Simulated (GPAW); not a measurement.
Ge, 2 atoms in the cell. It takes space group Fd-3m (No. 227, cubic). Conventional cell: a = 5.658 Å, b = 5.658 Å, c = 5.658 Å, α = 90.00°, β = 90.00°, γ = 90.00°. Around Ge (site symmetry -43m) lie 4 Ge at 2.45 Å. 

- Program: GPAW 26.7.0
- Task: wannier90
- Functional: RPBE
- Potentials or basis: the program's PAW data sets (release 1.2.1) made for this functional
- Cutoff: 600 eV
- Basis: pw
- k mesh: 8 × 8 × 8
- Occupations: fermi-dirac, width 0.05 eV
- Spin: no spin polarisation
- Maxiter: 150
- k mesh for the Wannier functions: 4 × 4 × 4
- Dis froz max: 1
- Extra bands: 6
- Num iter: 0
- Band path: GXWKGLUWLK,UX
- Wannier code: Wannier90 3.1.0

Potentials or basis: the program's PAW data sets (release 1.2.1) made for this functional, pw.

Launch:

```console
$ OMP_NUM_THREADS=1 python run.py
```

Hardware: 1 thread of AMD EPYC 7B13 (Zen 3), with other jobs on the host.

Problem. Estimate the wall time of this run.

Solution. It took 32 s on 1 thread of AMD EPYC 7B13 (Zen 3) (shared host), peak memory 0.4 GiB. Counts: scf iterations 21, plane waves 1540, bands 11, k points 29.
